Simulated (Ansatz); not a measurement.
## Step by step: CuO, relaxation of cell and atoms

All numbers below come from DFT, PBE, PAW with Ansatz's default frozen-core files, scalar-relativistic in Ansatz 0.2.0.

Command: `ansatz run input.yaml --threads 1 --pin off --max-ram 2048MiB --backend cpu --events-out ev --progress --plain --runs-dir out` The run took 11 s on 1 thread of Arm Neoverse V2, on a shared host, peak memory 0.32 GiB.

```yaml
crystal:
  lattice:
    - [2.8125, 0.0, 0.0]
    - [0.0, 2.8125, 0.0]
    - [0.0, 0.0, 2.8125]
  atoms:
    - { symbol: Cu, position: [0.0, 0.0, 0.0] }
    - { symbol: O, position: [0.5, 0.5, 0.5] }
kpoints:
  mp_grid: { grid: [12, 12, 12] }
scf:
  occupations: { method: fermi_dirac, width: 0.08 }
hamiltonian:
  xc: pbe
  pseudopotentials: { kind: paw }
output:
  forces: true
  stress: true
relax:
  f_tol: 0.005
  max_steps: 80
  cell: {}
```

Without spin polarisation or U, such a compound can come out metallic where the real one is a magnetic insulator.

The cell is built from the CsCl type as a first guess.

The cutoff is 420 eV; energies and pressures of the walk include the program's estimate of the Pulay term.

Each frame lists the cell vectors (Å), then Cartesian positions (Å); symmetry keeps all forces zero. Free energies count from the first step, -7189.7180 eV.

The walk took 8 evaluations in all; steps that aren't listed are left out.

Step 1: E = 0.0 meV, P = -20.73 GPa

```
cell 2.8125 0.0000 0.0000 0.0000 2.8125 0.0000 0.0000 0.0000 2.8125
Cu    0.0000    0.0000    0.0000
O     1.4062    1.4062    1.4062
```

Step 2: E = -281.7 meV, P = -8.12 GPa

```
cell 2.6880 0.0000 0.0000 0.0000 2.6880 0.0000 0.0000 0.0000 2.6880
Cu    0.0000    0.0000    0.0000
O     1.3440    1.3440    1.3440
```

Step 3:

```
cell 2.6187 0.0000 0.0000 0.0000 2.6187 0.0000 0.0000 0.0000 2.6187
Cu    0.0000    0.0000    0.0000
O     1.3094    1.3094    1.3094
```

Step 4: E = -313.4 meV, P = -0.42 GPa

```
cell 2.6419 0.0000 0.0000 0.0000 2.6419 0.0000 0.0000 0.0000 2.6419
Cu    0.0000    0.0000    0.0000
O     1.3210    1.3210    1.3210
```

Step 5: E = -313.7 meV, P = -0.01 GPa

```
cell 2.6398 0.0000 0.0000 0.0000 2.6398 0.0000 0.0000 0.0000 2.6398
Cu    0.0000    0.0000    0.0000
O     1.3199    1.3199    1.3199
```

Step 6: E = -306.0 meV, P = -0.56 GPa (the cell of the step before, solved again on a basis chosen afresh, hence the jump)

(1) Give the energy, pressure of step 3.

(2) How does the relaxation end?

Results:

(1) E = -310.0 meV, P = 4.30 GPa
```
Cu    0.0000    0.0000    0.0000
O     1.3094    1.3094    1.3094
```

(2) It converges, with a = 2.637 Å, b = 2.637 Å, c = 2.637 Å, α = 90.00°, β = 90.00°, γ = 90.00° (conventional cell, space group Pm-3m). The last solve (on a basis chosen afresh for the final cell, so its energy is not quite comparable) gives E = -306.2 meV, P = 0.00 GPa:
```
cell 2.6368 0.0000 0.0000 0.0000 2.6368 0.0000 0.0000 0.0000 2.6368
Cu    0.0000    0.0000    0.0000
O     1.3184    1.3184    1.3184
```
